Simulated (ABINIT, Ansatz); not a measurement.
# LiBr (Fm-3m): G0W0 on several meshes in ABINIT

Wanted: mesh dependence and cost of G0W0 for LiBr (Fm-3m).

Method: PBE and many-body steps on it, plane waves, in ABINIT 10.8.3.

## Step 1: The starting structure

The structure is cubic, space group Fm-3m (No. 225). Conventional cell: a = 5.501 Å, b = 5.501 Å, c = 5.501 Å, α = 90.00°, β = 90.00°, γ = 90.00°. Nearest to Li lie 6 Br at 2.75 Å. Nearest to Br lie 6 Li at 2.75 Å. Farther neighbours and most contacts between anions are not listed.

The cell and positions come from the Crystallography Open Database and are kept as given unless a step says otherwise.

## Step 2: Empty states on the mesh, 6×6×6 mesh, 769 bands

This step: ABINIT 10.8.3; DFT, PBE, plane waves, norm-conserving pseudopotentials.

The sums over transitions need many empty states on a uniform mesh; this step solves for them.

File run.abi:

```
acell 3*1.0 Angstrom
rprim 
  0.000000000000 2.750650000000 2.750650000000
  2.750650000000 0.000000000000 2.750650000000
  2.750650000000 2.750650000000 0.000000000000
ntypat 2
znucl 3 35
natom 2
typat 1 2
xred 
  0.000000000000 0.000000000000 0.000000000000
  0.500000000000 0.500000000000 0.500000000000
pp_dirpath "pseudos"
pseudos "Li.upf, Br.upf"
ecut 33
ngkpt 6 6 6
nshiftk 1
shiftk 0 0 0
kptopt 1
chksymbreak 0
irdden 1
istwfk *1
nband 769
prtvol 0
optdriver 6
gwr_task "HDIAGO"
paral_kgb 0
occopt 1
indata_prefix "in"
outdata_prefix "out"
tmpdata_prefix "tmp"
```

The run is started by

```sh
> OMP_NUM_THREADS=1 mpirun -n 8 abinit run.abi > log
```

Log:

```text
.Version 10.8.3 of ABINIT. v10.8.2 released Aug 2026.

 Symmetries : space group Fm -3 m (#225); Bravais cF (face-center cubic)
[... echo of the input left out ...]
== DATASET  1 ==================================================================
-   mpi_nproc: 8, omp_nthreads: 1 (-1 if OMP is not activated)

--- !DatasetInfo
iteration_state: {dtset: 1, }
dimensions: {natom: 2, nkpt: 16, mband: 769, nsppol: 1, nspinor: 1, nspden: 1, mpw: 2637, }
cutoff_energies: {ecut:  33.0, pawecutdg:  -1.0, }
[...]
Direct band gap semiconductor
 Fundamental gap:     4.938 (eV)
   VBM:     0.621 (eV) at k: [ 0.0000E+00,  0.0000E+00,  0.0000E+00]
   CBM:     5.559 (eV) at k: [ 0.0000E+00,  0.0000E+00,  0.0000E+00]
 Direct gap:         4.938 (eV) at k: [ 0.0000E+00,  0.0000E+00,  0.0000E+00]

== END DATASET(S) ==============================================================
================================================================================

 -outvars: echo values of variables after computation  --------
           etotal      0.0000000000E+00
            nband         769
             nkpt          16
          spgroup         225
 [... the other variables as echoed above ...]

 Calculation completed.
```

It took 88 s on 8 MPI ranks of Arm Neoverse N1, shared host; peak memory 3.5 GiB; 12 min of CPU time.

Numbers from this step:

| Item | Value |
| --- | --- |
| gap | 4.938 eV |
| k of the valence top | 0, 0, 0 |
| k of the conduction bottom | 0, 0, 0 |
| least direct gap | 4.938 eV |
| k points computed | 16 |
| lowest point of the top converged band, above the valence top | 389.3689 eV |

On this mesh the gap is 4.938 eV.

The density comes from a self-consistent run that is not shown.

## Step 3: Screening, 6×6×6 mesh, 313 bands, screening to 283 eV

The RPA dielectric matrix is built and inverted for each q.

This step: RPA screening on PBE, plane waves, norm-conserving pseudopotentials.

Edit run.abi of step 2 so:

```diff
@@ -20,10 +20,11 @@
 chksymbreak 0
-irdden 1
 istwfk *1
-nband 769
-prtvol 0
-optdriver 6
-gwr_task "HDIAGO"
-paral_kgb 0
 occopt 1
+irdwfk 1
+optdriver 3
+nband 313
+ecuteps 10.4
+inclvkb 2
+awtr 1
+symchi 1
 indata_prefix "in"
```

Log:

```text
.Version 10.8.3 of ABINIT. v10.8.2 released Aug 2026.

 Symmetries : space group Fm -3 m (#225); Bravais cF (face-center cubic)
[... echo of the input left out ...]
== DATASET  1 ==================================================================
-   mpi_nproc: 8, omp_nthreads: 1 (-1 if OMP is not activated)

--- !DatasetInfo
iteration_state: {dtset: 1, }
dimensions: {natom: 2, nkpt: 16, mband: 313, nsppol: 1, nspinor: 1, nspden: 1, mpw: 2637, }
cutoff_energies: {ecut:  33.0, pawecutdg:  -1.0, }
electrons: {nelect:   1.00000000E+01, charge:   0.00000000E+00, occopt:   1.00000000E+00, tsmear:   1.00000000E-02, }

 SCREENING: Calculation of the susceptibility and dielectric matrices

 Based on a program developped by R.W. Godby, V. Olevano, G. Onida, and L. Reining.
 Incorporated in ABINIT by V. Olevano, G.-M. Rignanese, and M. Torrent.
.Using double precision arithmetic ; gwpc =  8

[... cell and pseudopotentials left out ...]
--------------------------------------------------------------------------------

 ==== K-mesh for the wavefunctions ====
 Number of points in the irreducible wedge :    16
[... list of points left out ...]
 Together with 48 symmetry operations and time-reversal symmetry
 yields   216 points in the full Brillouin Zone.

 ==== Q-mesh for the screening function ====
 Number of points in the irreducible wedge :    16
[... list of points left out ...]
 Together with 48 symmetry operations and time-reversal symmetry
 yields   216 points in the full Brillouin Zone.

 setmesh: FFT mesh size selected  =    30x   30x   30
          total number of points  =        27000

 vcoul_init : cutoff-mode = AUXILIARY_FUNCTION
 q-points for optical limit:   1
     1)      0.000010    0.000020    0.000030

- screening: taking advantage of time-reversal symmetry
- Maximum band index for partially occupied states nbvw = 5
- Remaining bands to be divided among processors   nbcw = 308
- Number of bands treated by each node ~38

 Number of electrons calculated from density =   10.0000; Expected =   10.0000
 average of density, n =  0.035601
 r_s =    1.8857
 omega_plasma =   18.2008 [eV]

 calculating chi0 at frequencies [eV] :
  1    0.000000E+00    0.000000E+00
  2    0.000000E+00    1.820075E+01

--------------------------------------------------------------------------------
  q-point number  1        q = ( 0.000000, 0.000000, 0.000000) [r.l.u.]
--------------------------------------------------------------------------------
[... chi0 elements left out ...]
 For q-point:  0.000010 0.000020 0.000030
  dielectric constant =   3.1699
  dielectric constant without local fields =   3.7701

  Average fulfillment of the sum rule on Im[epsilon] for q-point    1 :     98.46  [%]
[... wings left out ...]
  q-point number  2        q = ( 0.166667, 0.000000, 0.000000) [r.l.u.]
--------------------------------------------------------------------------------
[... chi0 elements left out ...]
  Average fulfillment of the sum rule on Im[epsilon] for q-point    2 :    102.66  [%]

 [... 14 further q-points ...]
```

Wall time 14 min (8 MPI ranks); peak memory 3.9 GiB; 1.9 h of CPU time.

Numbers from this step:

```
ε∞ with local fields, on this mesh, along the program's q direction : 3.170
the same without local fields                                       : 3.770
plasma frequency                                                    : 18.20 eV
plane waves in the screening matrix                                 : 459
```

Local fields lower ε∞ by 16 %.

## Step 4: 6×6×6

The self-energy is evaluated for the states that the input lists, and the levels follow from it, in one-shot runs by the linearised quasiparticle equation.

This step: G0W0 on PBE, plane waves, norm-conserving pseudopotentials.

Edit run.abi of step 3 so:

```diff
@@ -23,8 +23,15 @@
 irdwfk 1
-optdriver 3
+optdriver 4
 nband 313
+gwcalctyp 0
+ecutsigx 33
+symsigma 1
+nkptgw 1
+kptgw 
+  0.0000000000 0.0000000000 0.0000000000
+bdgw 
+  3 9
 ecuteps 10.4
-inclvkb 2
-awtr 1
-symchi 1
+irdscr 1
+ppmodel 1
 indata_prefix "in"
```

Log:

```text
.Version 10.8.3 of ABINIT. v10.8.2 released Aug 2026.

 Symmetries : space group Fm -3 m (#225); Bravais cF (face-center cubic)
[... echo of the input left out ...]
== DATASET  1 ==================================================================
-   mpi_nproc: 8, omp_nthreads: 1 (-1 if OMP is not activated)

--- !DatasetInfo
iteration_state: {dtset: 1, }
dimensions: {natom: 2, nkpt: 16, mband: 313, nsppol: 1, nspinor: 1, nspden: 1, mpw: 2637, }
cutoff_energies: {ecut:  33.0, pawecutdg:  -1.0, }
electrons: {nelect:   1.00000000E+01, charge:   0.00000000E+00, occopt:   1.00000000E+00, tsmear:   1.00000000E-02, }

 SIGMA: Calculation of the GW corrections

 Based on a program developped by R.W. Godby, V. Olevano, G. Onida, and L. Reining.
 Incorporated in ABINIT by V. Olevano, G.-M. Rignanese, and M. Torrent.
.Using double precision arithmetic ; gwpc =  8

[... cell and pseudopotentials left out ...]
--------------------------------------------------------------------------------

 ==== K-mesh for the wavefunctions ====
 Number of points in the irreducible wedge :    16
[... list of points left out ...]
 Together with 48 symmetry operations and time-reversal symmetry
 yields   216 points in the full Brillouin Zone.

 ==== Q-mesh for screening function ====
 Number of points in the irreducible wedge :    16
[... list of points left out ...]
 Together with 48 symmetry operations and time-reversal symmetry
 yields   216 points in the full Brillouin Zone.

 vcoul_init : cutoff-mode = AUXILIARY_FUNCTION
 q-points for optical limit:   1
     1)      0.000010    0.000020    0.000030
 setmesh: FFT mesh size selected  =    40x   40x   40
          total number of points  =        64000

 Number of electrons calculated from density =   10.0000; Expected =   10.0000
 average of density, n =  0.035601
 r_s =    1.8857
 omega_plasma =   18.2008 [eV]

 === KS Band Gaps ===
  >>>> For spin  1
   Minimum direct gap =   4.9381 [eV], located at k-point      :   0.0000  0.0000  0.0000
   Fundamental gap    =   4.9381 [eV], Top of valence bands at :   0.0000  0.0000  0.0000
                                       Bottom of conduction at :   0.0000  0.0000  0.0000
 SIGMA fundamental parameters:
 PLASMON POLE MODEL  1
 number of plane-waves for SigmaX                 2637
 number of plane-waves for SigmaC and W            459
 number of plane-waves for wavefunctions          2637
 number of bands                                   313
 number of independent spin polarizations            1
 number of spinorial components                      1
 number of k-points in IBZ                          16
 number of q-points in IBZ                          16
 number of symmetry operations                      48
 number of k-points in BZ                          216
 number of q-points in BZ                          216
 number of frequencies for dSigma/dE                 9
 frequency step for dSigma/dE [eV]                0.25
 number of omega for Sigma on real axis              0
 max omega for Sigma on real axis  [eV]           0.00
 zcut for avoiding poles [eV]                     0.10

 EPSILON^-1 parameters (SCR file):
 dimension of the eps^-1 matrix on file            459
 dimension of the eps^-1 matrix used               459
 number of plane-waves for wavefunctions          2637
 number of bands                                   313
 number of q-points in IBZ                          16
 number of frequencies                               2
 number of real frequencies                          1
 number of imag frequencies                          1

 matrix elements of self-energy operator (all in [eV])

 Perturbative Calculation

--- !SelfEnergy_ee
iteration_state: {dtset: 1, }
kpoint     : [   0.000,    0.000,    0.000, ]
spin       : 1
KS_gap     :    4.938
QP_gap     :    7.153
Delta_QP_KS:    2.215
data: !SigmaeeData |
     Band     E0 <VxcDFT>   SigX SigC(E0)      Z dSigC/dE  Sig(E)    E-E0       E
        3   0.621 -13.197 -16.770   1.525   0.804  -0.243 -14.844  -1.648  -1.026
        4   0.621 -13.197 -16.770   1.525   0.804  -0.243 -14.844  -1.648  -1.026
        5   0.621 -13.197 -16.770   1.525   0.804  -0.243 -14.844  -1.648  -1.026
        6   5.559  -8.505  -4.368  -3.462   0.840  -0.190  -7.937   0.567   6.127
        7  11.140  -8.415  -3.746  -3.779   0.833  -0.201  -7.674   0.741  11.881
        8  11.140  -8.415  -3.746  -3.779   0.833  -0.201  -7.674   0.741  11.881
        9  11.140  -8.415  -3.746  -3.779   0.833  -0.201  -7.674   0.741  11.881

== END DATASET(S) ==============================================================
================================================================================

 -outvars: echo values of variables after computation  --------
           etotal      0.0000000000E+00
            nband         313
             nkpt          16
          spgroup         225
 [... the other variables as echoed above ...]

 Calculation completed.
```

It took 80 s on 8 MPI ranks; peak memory 4.7 GiB; 11 min of CPU time.

This step gave:

- G0W0 gap on the points computed: 7.153 eV
- starting gap on the mesh: 4.938 eV
- k of the valence top: 0, 0, 0
- k of the conduction bottom: 0, 0, 0
- Z at the valence top: 0.804
- Z at the conduction bottom: 0.84
- least direct G0W0 gap on the computed points: 7.153 eV

The gap on the mesh goes from 4.94 eV to 7.15 eV, a correction of +2.21 eV.

## Step 5: Empty states on the mesh, 4×4×4 mesh, 321 bands

This step: DFT, PBE, plane waves, norm-conserving pseudopotentials.

Edit run.abi of step 4 so:

```diff
@@ -15,3 +15,3 @@
 ecut 33
-ngkpt 6 6 6
+ngkpt 4 4 4
 nshiftk 1
@@ -20,18 +20,10 @@
 chksymbreak 0
+irdden 1
 istwfk *1
+nband 321
+prtvol 0
+optdriver 6
+gwr_task "HDIAGO"
+paral_kgb 0
 occopt 1
-irdwfk 1
-optdriver 4
-nband 313
-gwcalctyp 0
-ecutsigx 33
-symsigma 1
-nkptgw 1
-kptgw 
-  0.0000000000 0.0000000000 0.0000000000
-bdgw 
-  3 9
-ecuteps 10.4
-irdscr 1
-ppmodel 1
 indata_prefix "in"
```

Log:

```text
[banner, memory and clock lines left out]
.Version 10.8.3 of ABINIT. v10.8.2 released Aug 2026.

 Symmetries : space group Fm -3 m (#225); Bravais cF (face-center cubic)
[... echo of the input left out ...]
== DATASET  1 ==================================================================
-   mpi_nproc: 8, omp_nthreads: 1 (-1 if OMP is not activated)

--- !DatasetInfo
iteration_state: {dtset: 1, }
dimensions: {natom: 2, nkpt: 8, mband: 321, nsppol: 1, nspinor: 1, nspden: 1, mpw: 2637, }
cutoff_energies: {ecut:  33.0, pawecutdg:  -1.0, }
[...]
Integrated=    1.0000E+01

 === KS gaps after direct diagonalization ===
 Direct band gap semiconductor
 Fundamental gap:     4.938 (eV)
   VBM:     0.621 (eV) at k: [ 0.0000E+00,  0.0000E+00,  0.0000E+00]
   CBM:     5.559 (eV) at k: [ 0.0000E+00,  0.0000E+00,  0.0000E+00]
 Direct gap:         4.938 (eV) at k: [ 0.0000E+00,  0.0000E+00,  0.0000E+00]

== END DATASET(S) ==============================================================

 -outvars: echo values of variables after computation  --------
           etotal      0.0000000000E+00
            nband         321
             nkpt           8
          spgroup         225
 [... the other variables as echoed above ...]

 Calculation completed.
```

It took 31 s on 8 MPI ranks; peak memory 3.3 GiB.

Numbers from this step:

```
gap                                                           : 4.938 eV
k of the valence top                                          : 0, 0, 0
k of the conduction bottom                                    : 0, 0, 0
least direct gap                                              : 4.938 eV
k points computed                                             : 8
lowest point of the top converged band, above the valence top : 211.4910 eV
```

On this mesh the gap is 4.938 eV.

(Part 1 of 2 ends here.)

[Paths, hosts, dates, memory and timing lines, banners, echoed tables and standing remarks are left out of the program output.]

[Logs are printed without paths, hosts, clocks, repeated set-up lines and the standing remarks that a program may print on its own settings, such as how far it seeks lower states.]

[Runs of the session that timed out or met a known fault of the program may be left out.]

[Hosts, paths, dates, database ids (printed as entryN), source tags and the programs' standing remarks are cut or masked in the printed files.]

[G0W0 gaps are taken among the corrected bands and points alone; a level outside them can change the order at an edge.]

[Where Ansatz stands beside ABINIT at settings called matched, ABINIT's density can come from a denser mesh and the files from another edition; pairs whose starting gaps differed by over 0.03 eV were left out, so agreement reads better than it is.]
